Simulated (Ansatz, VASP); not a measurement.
# Si54H10Cl8O (HO:Si(111) with 8 of its OH changed to Cl): VASP beside Ansatz, part 2 of 2

Aim: how closely do two programs agree when they are given the same cell, functional and k mesh? The cell is taken from a series of runs on this material, whose earlier steps may have relaxed, scaled, displaced or heated it; both programs get it as it stands.

VASP 6.6.1 and Ansatz 0.2.0.

So far: The starting structure; VASP: single point, HSE06 with D3(BJ).

### Step 3. Ansatz: single point, HSE06 with D3(BJ)

Level of this step: Ansatz beside VASP: Kohn-Sham DFT, plane waves, HSE06 with D3(BJ) (Ansatz).

Ansatz runs on its default PAW (the set named soft_2) files.

The same cell, functional, mesh and smearing now go to Ansatz, which takes its cutoff from its data sets.

File input.yaml:

```yaml
crystal:
  lattice:
    - [11.60362, 0.0, 0.0]
    - [-5.80181, 10.04903, 0.0]
    - [0.0, 0.0, 26.70113]
  atoms:
    - { symbol: Si, position: [0.0, 0.0, 0.09288] }
    - { symbol: Si, position: [0.22222, 0.11111, 0.12245] }
    - { symbol: Si, position: [0.22238, 0.1108, 0.20969] }
    - { symbol: Si, position: [0.11133, 0.22207, 0.2374] }
    - { symbol: Si, position: [0.11075, 0.22139, 0.32491] }
    - { symbol: Si, position: [0.99953, 0.00053, 0.35515] }
    - { symbol: Si, position: [1.0, 0.33333, 0.09288] }
    - { symbol: Si, position: [0.22222, 0.44444, 0.12245] }
    - { symbol: Si, position: [0.2224, 0.44444, 0.20969] }
    - { symbol: Si, position: [0.11122, 0.55538, 0.23808] }
    - { symbol: Si, position: [0.111, 0.5559, 0.326] }
    - { symbol: Si, position: [0.00029, 0.33268, 0.35275] }
    - { symbol: Si, position: [1.0, 0.66667, 0.09288] }
    - { symbol: Si, position: [0.22222, 0.77778, 0.12245] }
    - { symbol: Si, position: [0.22221, 0.77785, 0.20996] }
    - { symbol: Si, position: [0.11106, 0.889, 0.23841] }
    - { symbol: Si, position: [0.11039, 0.8897, 0.32639] }
    - { symbol: Si, position: [0.99989, 0.66703, 0.35375] }
    - { symbol: Si, position: [0.33333, 0.0, 0.09288] }
    - { symbol: Si, position: [0.55556, 0.11111, 0.12245] }
    - { symbol: Si, position: [0.55558, 0.11094, 0.20973] }
    - { symbol: Si, position: [0.44457, 0.22212, 0.23785] }
    - { symbol: Si, position: [0.44425, 0.22224, 0.32561] }
    - { symbol: Si, position: [0.33306, 0.00021, 0.35375] }
    - { symbol: Si, position: [0.33333, 0.33333, 0.09288] }
    - { symbol: Si, position: [0.55556, 0.44444, 0.12245] }
    - { symbol: Si, position: [0.55567, 0.44438, 0.20974] }
    - { symbol: Si, position: [0.44456, 0.55548, 0.23794] }
    - { symbol: Si, position: [0.44452, 0.55558, 0.32576] }
    - { symbol: Si, position: [0.33264, 0.3331, 0.35317] }
    - { symbol: Si, position: [0.33333, 0.66667, 0.09288] }
    - { symbol: Si, position: [0.55556, 0.77778, 0.12245] }
    - { symbol: Si, position: [0.55557, 0.77763, 0.20969] }
    - { symbol: Si, position: [0.44467, 0.88883, 0.23809] }
    - { symbol: Si, position: [0.44418, 0.88907, 0.326] }
    - { symbol: Si, position: [0.33341, 0.66665, 0.35367] }
    - { symbol: Si, position: [0.66667, 0.0, 0.09288] }
    - { symbol: Si, position: [0.88889, 0.11111, 0.12245] }
    - { symbol: Si, position: [0.88903, 0.11101, 0.20957] }
    - { symbol: Si, position: [0.77792, 0.22214, 0.23763] }
    - { symbol: Si, position: [0.77766, 0.22245, 0.32533] }
    - { symbol: Si, position: [0.66743, 0.99983, 0.35274] }
    - { symbol: Si, position: [0.66667, 0.33333, 0.09288] }
    - { symbol: Si, position: [0.88889, 0.44444, 0.12245] }
    - { symbol: Si, position: [0.88911, 0.44447, 0.20972] }
    - { symbol: Si, position: [0.77794, 0.55548, 0.23785] }
    - { symbol: Si, position: [0.77784, 0.55584, 0.32561] }
    - { symbol: Si, position: [0.66661, 0.33348, 0.35335] }
    - { symbol: Si, position: [0.66667, 0.66667, 0.09288] }
    - { symbol: Si, position: [0.88889, 0.77778, 0.12245] }
    - { symbol: Si, position: [0.88925, 0.77767, 0.20969] }
    - { symbol: Si, position: [0.77796, 0.8887, 0.23738] }
    - { symbol: Si, position: [0.77869, 0.88934, 0.32487] }
    - { symbol: Si, position: [0.667, 0.66748, 0.35317] }
    - { symbol: H, position: [0.0, 0.0, 0.03745] }
    - { symbol: O, position: [0.0034, 0.99661, 0.41735] }
    - { symbol: H, position: [0.96077, 0.03854, 0.43507] }
    - { symbol: H, position: [1.0, 0.33333, 0.03745] }
    - { symbol: Cl, position: [0.99985, 0.32438, 0.43088] }
    - { symbol: H, position: [1.0, 0.66667, 0.03745] }
    - { symbol: Cl, position: [0.99978, 0.66544, 0.43148] }
    - { symbol: H, position: [0.33333, 0.0, 0.03745] }
    - { symbol: Cl, position: [0.33468, 0.00026, 0.43148] }
    - { symbol: H, position: [0.33333, 0.33333, 0.03745] }
    - { symbol: Cl, position: [0.33128, 0.33105, 0.43099] }
    - { symbol: H, position: [0.33333, 0.66667, 0.03745] }
    - { symbol: Cl, position: [0.33363, 0.66635, 0.43144] }
    - { symbol: H, position: [0.66667, 0.0, 0.03745] }
    - { symbol: Cl, position: [0.67582, 0.00039, 0.43088] }
    - { symbol: H, position: [0.66667, 0.33333, 0.03745] }
    - { symbol: Cl, position: [0.66762, 0.33245, 0.43112] }
    - { symbol: H, position: [0.66667, 0.66667, 0.03745] }
    - { symbol: Cl, position: [0.66908, 0.66889, 0.43099] }
kpoints:
  mp_grid: { grid: [1, 1, 1] }
hamiltonian:
  xc: hse06
  dispersion: d3bj
scf:
  occupations: { method: fermi_dirac, width: 0.025 }
output:
  forces: true
```

Launch:

```sh
> ansatz run input.yaml --threads 5 --pin off --max-ram 81920MiB --backend cuda --events-out ev --progress --plain --runs-dir out
```

Numbers of over 12 decimals in the logs are rounded to 6 here.

Output:

```text
exact exchange: scf.exx.singularity resolves to wigner_seitz, which cuts the screened interaction at the faces of the exchange supercell's Wigner-Seitz cell, so that each pair interacts once, at the shortest of its separations (the periodic images that this leaves out come, for a point-like exchange hole, to about 0.001 eV on a filled level). The cut falls within the interaction's reach, and what an exchange supercel [...]
Engine: ansatz 0.2.0, x86_64-unknown-linux-gnu
Pseudopotentials: kind: paw
Pseudopotential: Si, paw, valence charge 4, recommended cutoff 420 eV (normal), Si.paw.azcp
Pseudopotential: H, paw, valence charge 1, recommended cutoff 420 eV (normal), H.paw.azcp
Pseudopotential: O, paw, valence charge 6, recommended cutoff 420 eV (normal), O.paw.azcp
Pseudopotential: Cl, paw, valence charge 7, recommended cutoff 420 eV (normal), Cl.paw.azcp
Functional definition: HSE06
  parameter a = 0.25
  parameter omega = 0.11/bohr
  exchange = pbe_x - a*pbe_x_sr(omega) + a*exact_x_sr(omega)
  correlation = pbe_c
device memory: the entry about to start is reckoned to put 4.3 GiB on a device that reports 8.9 GiB free
GPU FFT provider: cuFFT
GPU libraries: cuBLAS 13.8.2, cuFFT 12.4.0, cuSOLVER 12.3.4
Crystal: 73 atoms, lattice volume = 3113.489 Å³
Basis set: ecut = 420 eV, 60827 PW (Γ), exchange–correlation on 160×160×360 points (8 copies of the dense FFT grid, shifted against one another)
Bands: 217, of which v1, the nominal top of the filled ones, is band 144 counted from 1 (143 counted from 0)
Symmetry: 1 space group operations
Space group: P1 (ITA 1), of the structure as read, at distance tolerance 1.5e-4 Å
k-points: 1
Non-local potential: Si, projectors of the file, l = 0: 2, l = 1: 2, l = 2: 2
Non-local potential: H, projectors of the file, l = 0: 2, l = 1: 1
Non-local potential: O, projectors of the file, l = 0: 2, l = 1: 2, l = 2: 1
Non-local potential: Cl, projectors of the file, l = 0: 2, l = 1: 2, l = 2: 2
PAW form: soft (Blöchl's): semilocal exchange-correlation on the pseudo side does not see the compensation charge
PAW frozen core: Si, regenerated for the run's functional, and the local potential with it (the file was generated under x = pbe(κ = 0.804, μ = 0.219515), c = pbe(β = 0.066725))
PAW frozen core: O, regenerated for the run's functional, and the local potential with it (the file was generated under x = pbe(κ = 0.804, μ = 0.219515), c = pbe(β = 0.066725))
PAW frozen core: Cl, regenerated for the run's functional, and the local potential with it (the file was generated under x = pbe(κ = 0.804, μ = 0.219515), c = pbe(β = 0.066725))
PAW one-centre angular grid: Si, 110 points (default); XC on 64 Gauss nodes
PAW one-centre angular grid: H, 110 points (default); XC on 64 Gauss nodes
PAW one-centre angular grid: O, 110 points (default); XC on 96 Gauss nodes
PAW one-centre angular grid: Cl, 110 points (default); XC on 64 Gauss nodes
Initial density: superposition of atomic densities (neutral atoms: chi_scale 0, normalization atom), corrected by the library's trained network
Initial wavefunctions: pseudopotential atomic-orbital guess
GPU buffer pool allocated for 1152000 grid points (all kernels)
GPU transforms: local potential and band sums: pruned to the plane-wave sphere, on 80×80×180
Functional: x = pbe(κ = 0.804, μ = 0.219515), c = pbe(β = 0.066725), warm-up for x = pbe(κ = 0.804, μ = 0.219515) + 0.25 (exact − pbe) at short range (hse, ω = 0.207870 Å⁻¹), c = pbe(β = 0.066725); HSE06 as pw.x's `hse` composes it (authors' and Libxc's form: `xc: wpbeh`)
SCF iter   1: F=—  HF=-43715.990774 eV  |F-HF|=—  |Δ(HF+E_count)|=         —  Δρ=2.77e-3  dr2=8.10e-1  ethr=1.77e-3  ⟨swp⟩=15.0  Hψ=1267  notcnv=0
preconditioner: auto → none  [insulator: Δε(μ)=1.171 eV  Ē_g=8.577 eV  σ=0.025 eV  W_gap=1.00  n_scr=332 (ndim 8)  ℏωp=11.3 eV  f_vac=0.518  D(μ)=0.00/eV (n_scr^D=0)]
[...]
Residual-converged pass: ⟨swp⟩=5.0  Hψ=658  notcnv=0  max |occ|·‖R‖ = 6.5e-6 eV (tolerance 6.7e-6 eV)  dr2=3.97e-5  dr2_onsite=1.83e-7  max |Δocc| = 1.4e-21
  greatest PAW one-centre occupation: 0.919 electrons in one spin orbital (limit 2), on the Cl atom at site 60 (counted from 0), in its partial waves of l = 0
hybrid outer 1: dexx = +1.124e-1 eV, tail = 7.45e-5 eV
GPU FFT provider: cuFFT
GPU libraries: cuBLAS 13.8.2, cuFFT 12.4.0, cuSOLVER 12.3.4
GPU buffer pool allocated for 1152000 grid points (all kernels)
GPU transforms: local potential and band sums: pruned to the plane-wave sphere, on 80×80×180
Exchange kernel: α = 0.2500, screened, ω = 0.2079 Å⁻¹, Wigner–Seitz truncation, v(0) = 979.2368 eV·Å³, q-mesh 1×1×1, nearest image of the exchange supercell L = 11.60 Å, pair-density grid 60×60×128, without the augmentation charges, whose exchange is taken in its separable form (sized by the pseudopotential files, 72×72×180 at the most)
Frozen-core exchange: fock
SCF iter   1: F=—  HF=-43748.379100 eV  |F-HF|=—  |Δ(HF+E_count)|=         —  Δρ=1.26e-5  dr2=2.40e-5  ethr=1.29e-7  ⟨swp⟩=8.0  Hψ=619  notcnv=0
preconditioner: auto → none  [insulator: Δε(μ)=1.852 eV  Ē_g=9.265 eV  σ=0.025 eV  W_gap=1.00  n_scr=332 (ndim 8)  ℏωp=10.9 eV  f_vac=0.518  D(μ)=0.00/eV (n_scr^D=0)]
SCF iter   2: F=—  HF=-43748.379095 eV  |F-HF|=—  |Δ(HF+E_count)|=   4.72e-6  Δρ=3.44e-6  dr2=8.32e-7  ethr=8.04e-9  ⟨swp⟩=3.0  Hψ=379  notcnv=0
SCF iter   3: F=—  HF=-43748.379096 eV  |F-HF|=—  |Δ(HF+E_count)|=   1.31e-6  Δρ=3.24e-6  dr2=9.10e-7  ethr=2.26e-10  ⟨swp⟩=7.0  Hψ=598  notcnv=0
SCF iter   4: F=—  HF=-43748.379096 eV  |F-HF|=—  |Δ(HF+E_count)|=   1.66e-7  Δρ=7.38e-7  dr2=4.32e-8  ethr=2.26e-10  ⟨swp⟩=7.0  Hψ=446  notcnv=0  defer=1
SCF iter   5: F=-43748.379096 eV  HF=-43748.379096 eV  |F-HF|=1.11e-9  |Δ(HF+E_count)|=   5.91e-9  Δρ=3.88e-7  dr2=8.18e-9  ethr=1.37e-11  ⟨swp⟩=6.0  Hψ=546  notcnv=0
SCF 3 converged in 5 iterations: F = -43748.379096 eV  dr2 = 8.18e-9
  Residual-converged pass: ⟨swp⟩=3.0  Hψ=430  notcnv=0  max |occ|·‖R‖ = 2.0e-6 eV (tolerance 2.7e-6 eV)  dr2=8.37e-9  dr2_onsite=2.43e-10  max |Δocc| = 1.4e-25
hybrid outer 2: dexx = +1.366e-6 eV, tail = 1.77e-8 eV, Δε = 3.86e-3 eV (about 8.00e-5 eV left of the loop's levels), ΔF = 9.84e-3 eV/Å (tail 9.60e-4)
hybrid SCF converged: 2 outer / 13 inner (+8 warm-up), last move |dexx| = 1.37e-6 eV, tail = 1.77e-8 eV
Stability not checked: this state was not tested for a lower state beside it, because the functional holds exact exchange (a hybrid, or Hartree-Fock), whose exchange loop this test does not read (fock_operator; see scf.lower_state_search)
Free energy (F): -43748.379096 eV
Frozen-core exchange: fock
Harris-Foulkes:  -43748.379096 eV  (|F-HF|=1.11e-9)
Internal energy: -43748.379096 eV  (E = F + TS)
E sigma→0 (E₀):  -43748.379096 eV
Fermi energy:    -0.224988 eV
--- Per-component energies (eV) ---
  E_band       = -2040.005092
  E_kinetic    = 3804.214613
  E_local      = -94709.497677  (includes V_loc(G=0)·N_el)
  E_nonlocal   = 1650.097424
  E_hartree    = 45682.694645
  E_xc         = -3245.178377
  E_vxc        = -3002.340537  (∫ρ·V_xc dr)
  E_exx        = -463.454902  (= α·E_x^exact, valence–valence)
  E_paw        = -33445.737138  (= ΣΔE_a)
  E_vpaw       = -220.948223  (= ΣTr[D̂ρ^β])
  E_aug_tail   = -0.008725  (compensation charges beyond the density's cutoff)
  E_ewald      = 37000.593882
  E_disp       = -17.994699  (pairwise vdW)
  E_core_change = -4.108142  (= ΣΔE_core)
  E_smearing   = -0.000000  (= −TS)
  E_closure    = -0.000001  (closes the sum)
  Σ components = -43748.379096   (vs F -43748.379096, Δ=7.28e-12)
--- Forces (eV/Å), atoms counted from 1 ---
  atom   1  Si    -0.00153758     0.00071958     0.74567110
  atom   2  Si     0.01415792    -0.01665927    -0.45340760
  atom   3  Si    -0.00237085    -0.00077652     0.00926485
  atom   4  Si    -0.00092204     0.00042220     0.01158387
  atom   5  Si     0.00094957    -0.00298224     0.01576815
  atom   6  Si     0.02954167    -0.01743565     0.40941064
  atom   7  Si    -0.00078465    -0.00304064     0.74283578
  atom   8  Si    -0.00284540     0.01765894    -0.45524088
  atom   9  Si    -0.00127383     0.00065262     0.01180817
  atom  10  Si     0.00022700     0.00069033     0.00587901
  atom  11  Si     0.00186035    -0.00222053     0.01177695
  atom  12  Si     0.00518370    -0.00667164     0.18723619
  atom  13  Si    -0.00667342     0.00069772     0.74055340
  atom  14  Si    -0.00436620     0.00333116    -0.39621302
  atom  15  Si    -0.00303391     0.00079896     0.01006130
  atom  16  Si     0.00269879    -0.00176056     0.00270145
  atom  17  Si     0.00207422    -0.00128646     0.00872540
  atom  18  Si     0.00147734     0.00086685     0.19205384
  atom  19  Si    -0.00404350     0.00508380     0.74049362
  atom  20  Si    -0.00143519    -0.01061711    -0.44829836
  atom  21  Si    -0.00049758     0.00060968     0.00866589
  atom  22  Si    -0.00020553     0.00057770     0.00594460
  atom  23  Si     0.00197454     0.00170035     0.01477284
  atom  24  Si     0.00214095    -0.00484839     0.19185200
[...]
atom  66  H     -0.00425939     0.00243898    -0.20426443
  atom  67  Cl     0.00081505     0.00031218    -0.31035634
  atom  68  H     -0.00117882    -0.00179964    -0.20561735
  atom  69  Cl    -0.02122602    -0.00548878    -0.31578793
  atom  70  H      0.00148941    -0.00074044    -0.20452654
  atom  71  Cl    -0.00368229     0.00227467    -0.31254049
  atom  72  H      0.00116893     0.00094370    -0.20465360
  atom  73  Cl    -0.00331932    -0.00237865    -0.31319627
  max |Σ_I F_I| component: 2.25e-4 eV/Å
--- Band table (eV) ---
  k-point 0: bands = [... 140 lower, -1.5892, -1.5780, -1.1486, -1.1387, 0.7136, 0.7140]
  guard bands above this table: 71 of the run's 217 bands. The solve was not asked for them (output.publish_guard_bands: true or output.eigenvalues: true publishes all)
```

### Step 4. Differences

Known differences besides the potentials themselves: exact exchange at q = 0 is treated differently, which shows on coarse meshes; VASP keeps PBE cores, Ansatz makes them for the functional; the cutoff is 420 eV in Ansatz and 520 eV in VASP (PREC = Accurate, projectors in real space); VASP takes a coarser grid for exact exchange (PRECFOCK = Fast). Total energies have different zeros and are not compared.

Both answers:

| quantity | Ansatz | VASP | difference |
| --- | --- | --- | --- |
| gap on the k mesh (eV) | 1.852 | 1.872 | -0.020 |

Forces on 10 of the 73 atoms, those with the largest forces and the largest differences (eV/Å; atoms numbered as in POSCAR):

| atom | Ansatz x, y, z | VASP x, y, z |
| --- | --- | --- |
| Si1 | -0.002, 0.001, 0.746 | -0.001, 0.001, 0.738 |
| Si6 | 0.030, -0.017, 0.409 | 0.053, -0.031, 0.320 |
| Si7 | -0.001, -0.003, 0.743 | -0.001, -0.003, 0.736 |
| Si25 | 0.000, 0.001, 0.752 | 0.000, 0.001, 0.744 |
| Si31 | 0.006, -0.003, 0.743 | 0.006, -0.003, 0.736 |
| Si37 | 0.002, 0.002, 0.743 | 0.002, 0.002, 0.736 |
| Si43 | -0.002, 0.001, 0.752 | -0.002, 0.001, 0.745 |
| Si49 | -0.001, -0.001, 0.752 | -0.001, -0.001, 0.745 |
| H56 | 0.464, -0.265, -0.273 | 0.378, -0.215, -0.174 |
| O65 | -0.491, 0.279, -0.251 | -0.425, 0.242, -0.286 |

The forces differ by 20 meV/Å r.m.s., which is 9.6 % of the r.m.s. force of 0.205 eV/Å (both taken over all components). A gap on the mesh is an upper bound, since the band edges may lie between its points. With vacuum in the cell, a pressure given here is an average over mostly empty space and none of the material.

### Step 5. Results

| Property | Result |
| --- | --- |
| r.m.s. force difference (single point, HSE06 with D3(BJ)) | 9.6 % of the r.m.s. force |

The r.m.s. force difference is 9.6 % of the r.m.s. force (single point, HSE06 with D3(BJ)), beyond the 3 % picked in this series as the mark of a large difference. What causes the difference of the single point, HSE06 with D3(BJ) pair stays open here. How closely two codes agree says nothing of how well the functional describes the real material.

[Lines on the potential files, build, host, timing and source positions are cut from VASP's logs without a mark.]

[Logs are printed without paths, hosts, clocks, repeated set-up lines and the standing remarks that a program may print on its own settings, such as how far it seeks lower states.]

[Hosts, paths, dates, database ids (printed as entryN), source tags and the programs' standing remarks are cut or masked in the printed files.]
